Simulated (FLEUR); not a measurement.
# MnS (F-43m) in FLEUR: single point with PBE

Aim: the single point of MnS with PBE.

Program: FLEUR MaX-R8.1 (later development tree). These are calculated values, not measurements. Logs are shortened: lines on timing, memory, paths and dates and some standing lists are left out, and cuts for length are marked.

## (1) Starting point

It takes space group F-43m (No. 216, cubic). The conventional cell has a = 4.947 Å, b = 4.947 Å, c = 4.947 Å, α = 90.00°, β = 90.00°, γ = 90.00°. Mn (site symmetry -43m) is surrounded by 4 S at 2.14 Å. S (site symmetry -43m) is surrounded by 4 Mn at 2.14 Å.

The cell is a database's computed one.

## (2) Single point, PBE, collinear spin, ferromagnetic start

File inp.xml:

```xml
<?xml version="1.0" encoding="UTF-8" standalone="no"?>
<fleurInput fleurInputVersion="0.39">
   <comment>
      MnS                                                                                                 
   </comment>
   <calculationSetup>
      <cutoffs Kmax="4.88" Gmax="15.1" GmaxXC="15.1" numbands="0"/>
      <scfLoop itmax="60" minDistance="0.00001" maxIterBroyd="15" imix="Anderson" alpha="0.05" precondParam="0.0" spinf="2.0" sdNocoIR="T"/>
      <coreElectrons ctail="T" frcor="F" kcrel="0" coretail_lmax="0"/>
      <xcFunctional name="pbe" relativisticCorrections="F"/>
      <magnetism jspins="2"/>
      <soc l_soc="F" theta="0.0" phi="0.0" spav="F"/>
      <expertModes spex="0" secvar="F"/>
      <geometryOptimization l_f="T" forcealpha="1.0" forcemix="BFGS" epsdisp="0.0005" epsforce="0.0002"/>
      <ldaU l_linMix="F" mixParam="0.05" spinf="1.0"/>
   </calculationSetup>
   <cell>
      <bzIntegration valenceElectrons="21.0" mode="hist" fermiSmearingEnergy="0.00183747">
         <kPointListSelection listName="default-1"/>
         <!-- k-points included here -->
         <xi:include xmlns:xi="http://www.w3.org/2001/XInclude" href="kpts.xml"> </xi:include>
      </bzIntegration>
      <!-- symmetry operations included here -->
      <xi:include xmlns:xi="http://www.w3.org/2001/XInclude" href="sym.xml"> </xi:include>
      <bulkLattice scale="1.0">
         <bravaisMatrix>
            <row-1>    0.0000000000000000     4.6741684413157083     4.6741684413157083</row-1>
            <row-2>    4.6741684413157083     0.0000000000000000     4.6741684413157083</row-2>
            <row-3>    4.6741684413157083     4.6741684413157083     0.0000000000000000</row-3>
         </bravaisMatrix>
      </bulkLattice>
   </cell>
   <atomSpecies>
      <species name="Manganese 4.000" element="Mn" atomicNumber="25">
         <mtSphere radius="1.93" gridPoints="659" logIncrement="0.018"/>
         <atomicCutoffs lmax="8" lnonsphr="6"/>
         <electronConfig flipSpins="F">
            <coreConfig>(1s1/2) (2s1/2) (2p1/2) (2p3/2)</coreConfig>
            <valenceConfig>(3s1/2) (3p1/2) (3p3/2) (4s1/2) (3d3/2) (3d5/2)</valenceConfig>
            <stateOccupation state="(3d3/2)" spinUp="1.5" spinDown="0.5"/>
            <stateOccupation state="(3d5/2)" spinUp="3.0" spinDown="0.0"/>
         </electronConfig>
         <energyParameters s="4" p="4" d="3" f="4"/>
         <lo type="SCLO" l="0" n="3" eDeriv="0"/>
         <lo type="SCLO" l="1" n="3" eDeriv="0"/>
         <lo type="SCLO" l="1" n="3" eDeriv="1"/>
         <lo type="SCLO" l="2" n="3" eDeriv="2"/>
         <lo type="SCLO" l="3" n="4" eDeriv="2"/>
      </species>
      <species name="Sulfur (S)" element="S" atomicNumber="16">
         <mtSphere radius="1.7" gridPoints="583" logIncrement="0.02"/>
         <atomicCutoffs lmax="8" lnonsphr="6"/>
         <electronConfig flipSpins="F">
            <coreConfig>(1s1/2) (2s1/2) (2p1/2) (2p3/2)</coreConfig>
            <valenceConfig>(3s1/2) (3p1/2) (3p3/2)</valenceConfig>
            <stateOccupation state="(3p1/2)" spinUp="0.666667" spinDown="0.666667"/>
            <stateOccupation state="(3p3/2)" spinUp="1.333333" spinDown="1.333333"/>
         </electronConfig>
         <energyParameters s="3" p="3" d="3" f="4"/>
         <lo type="SCLO" l="0" n="3" eDeriv="2"/>
         <lo type="SCLO" l="1" n="3" eDeriv="2"/>
         <lo type="SCLO" l="2" n="3" eDeriv="2"/>
         <lo type="SCLO" l="3" n="4" eDeriv="2"/>
      </species>
   </atomSpecies>
   <atomGroups>
      <atomGroup species="Manganese 4.000">
         <relPos label="                   1">.0000000000 .0000000000 .0000000000</relPos>
         <force calculate="T" relaxXYZ="TTT"/>
      </atomGroup>
      <atomGroup species="Sulfur (S)">
         <relPos label="                   2">-1.000/4.000 -1.000/4.000 -1.000/4.000</relPos>
         <force calculate="T" relaxXYZ="TTT"/>
      </atomGroup>
   </atomGroups>
   <output dos="F" band="F" slice="F">
      <checks vchk="F" cdinf="F"/>
      <bandDOS minEnergy="-.5*Htr" maxEnergy="0.5*Htr" sigma="0.015" storeEVData="T"/>
      <vacuumDOS vacdos="F" integ="F" star="F" nstars="0" locx1="0.0" locy1="0.0" locx2="0.0" locy2="0.0" nstm="0" tworkf="0.0"/>
      <unfoldingBand unfoldBand="F" supercellX="1" supercellY="1" supercellZ="1"/>
      <plotting iplot="0" polar="F">
         <plot TwoD="T" vec1="  1.0  0.0  0.0" vec2="  0.0  1.0  0.0" vec3="  0.0  0.0  1.0" zero="  0.0  0.0  0.0" file="plot"/>
      </plotting>
      <chargeDensitySlicing numkpt="0" minEigenval="0.0" maxEigenval="0.0" nnne="0" pallst="F"/>
      <specialOutput eonly="F"/>
      <moessbauerParams electricFieldGradient="T" isomerShift="T" coreHyperfine="T" valenceHyperfine="T"/>
      <magneticCircularDichroism mcd="F" energyLo="-10.0" energyUp="0.0"/>
   </output>
  <!-- We include the file relax.xml here to enable relaxations (see documentation) -->
  <xi:include xmlns:xi="http://www.w3.org/2001/XInclude" href="relax.xml"> <xi:fallback/> </xi:include>
</fleurInput>
```

File crystal.txt:

```
MnS
&input cartesian=F /
0.0000000000  2.4734634191  2.4734634191
2.4734634191  0.0000000000  2.4734634191
2.4734634191  2.4734634191  0.0000000000
1.8897261246
1.0 1.0 1.0

2
25 0.0000000000  0.0000000000  0.0000000000 : 4.000
16 0.7500000000  0.7500000000  0.7500000000

&kpt div1=9 div2=9 div3=9 gamma=T /
```

Potentials or basis: all-electron, FLAPW.

The run is started by

```sh
> inpgen -f crystal.txt -profile fastHighL
> # inp.xml edited to the form shown
> fleur_MPI
```

The program printed:

```text
Welcome to FLEUR        (www.flapw.de)
      MaX-Release 8.1          (www.max-centre.eu)

 ========== k-point set info ==========
 Selected k-point list: default-1
 k-point list type: mesh
 9 x 9 x 9
 Number of k points: 35

 ------------Calculation Setup---------------------------
 Number of MPI-tasks      :            1
 Number of PE/node        :            1
 Number of OMP-threads    :            1
 Most efficient MPI parallelization for:
           1           5           7          35
 Additional eigenvalue parallelization possible
 Number of basis functions:          482
 Approximate size of matrices (H+S) per k-point:         0.007 GB
 --------------------------------------------------------
 Iteration:     1   Distance:      12.61886908 me/bohr^3
 Iteration:     2   Distance:      12.42278609 me/bohr^3
 Iteration:     3   Distance:       9.83022833 me/bohr^3
 Iteration:     4   Distance:      11.02107102 me/bohr^3
 Iteration:     5   Distance:       7.87423246 me/bohr^3
 Iteration:     6   Distance:       5.79068230 me/bohr^3
 Iteration:     7   Distance:       5.92318042 me/bohr^3
 Iteration:     8   Distance:       5.58342499 me/bohr^3
 Iteration:     9   Distance:       5.90895228 me/bohr^3
 Iteration:    10   Distance:       4.93859190 me/bohr^3
[... 37 lines left out ...]
 Iteration:    48   Distance:       0.02087577 me/bohr^3
 Iteration:    49   Distance:       0.01706759 me/bohr^3
 Iteration:    50   Distance:       0.01134430 me/bohr^3
 Iteration:    51   Distance:       0.01220192 me/bohr^3
 Iteration:    52   Distance:       0.00047931 me/bohr^3
 Iteration:    53   Distance:       0.00086836 me/bohr^3
 Iteration:    54   Distance:       0.00080707 me/bohr^3
 Iteration:    55   Distance:       0.00008729 me/bohr^3
 Iteration:    56   Distance:       0.00007178 me/bohr^3
 Iteration:    57   Distance:       0.00000851 me/bohr^3

 ********************************************************************
 Run finished successfully
 Stop message:
   Structural relaxation: Done
 ********************************************************************
```

Wall time 11 min (1 thread of Arm Neoverse V1, shared host); peak memory 0.07 GiB.

Results:

```yaml
Free_energy: -42391.9616 eV
Band_gap_on_the_k_mesh: none (metal or under the smearing width)
Net_moment: -0.22 μB per cell
Site_moments: Mn -0.20; S +0.00 μB
Valence_electrons_inside_the_program's_atomic_spheres: Mn 12.93; S 2.91 (radii Mn 1.93, S 1.7 bohr)
```

Levels at points of the mesh, in eV from the Fermi level:
Spin up:
```tsv
k point	band 6	band 7	band 8	band 9	band 10	band 11	band 12	band 13	band 14	band 15
(0.00, 0.00, 0.00)	-4.69	-4.69	-4.69	-0.64	-0.64	3.74	3.74	3.74	3.78	7.84
```
Spin down:
| k point | band 7 | band 8 | band 9 | band 10 | band 11 | band 12 | band 13 | band 14 | band 15 | band 16 |
| --- | --- | --- | --- | --- | --- | --- | --- | --- | --- | --- |
| (0.00, 0.00, 0.00) | -4.74 | -4.74 | -0.91 | -0.91 | 3.67 | 3.67 | 3.67 | 3.75 | 7.79 | 7.79 |

Core levels (eV from the Fermi level):
| atom | levels |
| --- | --- |
| 1 Mn | 1s1/2 -6421.4, 2s1/2 -736.7, 2p1/2 -630.0, 2p3/2 -619.6 |
| 2 S | 1s1/2 -2400.5, 2s1/2 -206.6, 2p1/2 -152.2, 2p3/2 -150.9 |

Caveat: the moment fell far below its start of 4 μB, so a state of higher moment may lie lower in energy; semilocal functionals often make such compounds metallic where correlation or magnetic order opens a gap, which also shifts bond lengths. With open d or f shells a metallic result of PBE can be an artefact of self-interaction; +U or a hybrid may open a gap.
